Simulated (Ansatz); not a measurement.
CaSe in the NiAs structure, relaxed with r2SCAN: 4 runs in Ansatz, each a calculation of independent-particle optics. It is hexagonal, P6_3/mmc (No. 194); conventional cell a = 4.132 Å, c = 7.163 Å, 26.47 Å³ an atom. Around Ca lie 6 Se at 2.98 Å; around Se lie 6 Ca at 2.98 Å. (Calculated; spin-unpolarised; the phase may be known or hypothetical.)

```xyz
4
Lattice="4.1317 0.0000 0.0000 -2.0658 3.5781 0.0000 0.0000 0.0000 7.1625" Properties=species:S:1:pos:R:3 pbc="T T T"
Ca    0.0000    0.0000    0.0000
Ca    0.0000    0.0000    3.5813
Se    0.0000    2.3854    1.7906
Se    2.0658    1.1927    5.3719
```

On meshes this coarse, single peaks can be features of the mesh. No local fields, no excitons; the zone sum runs over the cells of the mesh, and ε∞ includes the bands left out of the spectrum. Up to four peaks are listed, those above 15 % of the tallest and inside the complete range; the four can differ from row to row. Rows marked drawn have settings drawn at random (some not listed).

```tsv
functional	k mesh	broadening (eV)	scissors (eV)	range (eV)	settings	direct gap on the mesh before scissors (eV)	ε∞ xx	ε∞ yy	ε∞ zz	complete up to (eV)	tallest peaks of mean ε₂ (eV)
PBE	6×6×4	0.1	0.00	0–14	chosen	2.43	6.01	6.01	6.17	14.0	3.30 4.70 6.00 6.70
r2SCAN	6×6×4	0.1	0.00	0–14	chosen	2.92	5.22	5.22	5.38	14.0	3.75 5.20 6.60 7.30
r2SCAN	6×6×4	0.05	2.50	2–15	drawn	2.92	4.05	4.05	4.17	15.0	7.70 9.10 9.80 10.30
```

Question: Estimate from these rows what the further settings give.
```json
{"functional": "PBE", "k mesh": "6×6×4", "broadening (eV)": "0.1", "scissors (eV)": "1.09 (to HSE06)", "range (eV)": "0–14", "settings": "chosen"}
```

Answer:

| functional | k mesh | broadening (eV) | scissors (eV) | range (eV) | settings | direct gap on the mesh before scissors (eV) | ε∞ xx | ε∞ yy | ε∞ zz | complete up to (eV) | tallest peaks of mean ε₂ (eV) |
| --- | --- | --- | --- | --- | --- | --- | --- | --- | --- | --- | --- |
| PBE | 6×6×4 | 0.1 | 1.09 (to HSE06) | 0–14 | chosen | 2.43 | 5.19 | 5.19 | 5.33 | 14.0 | 4.40 5.75 7.10 7.80 |

The fundamental gap is indirect (2.20 eV with PBE on 6×6×4); the table holds the direct one.

Spin-orbit coupling is left out.
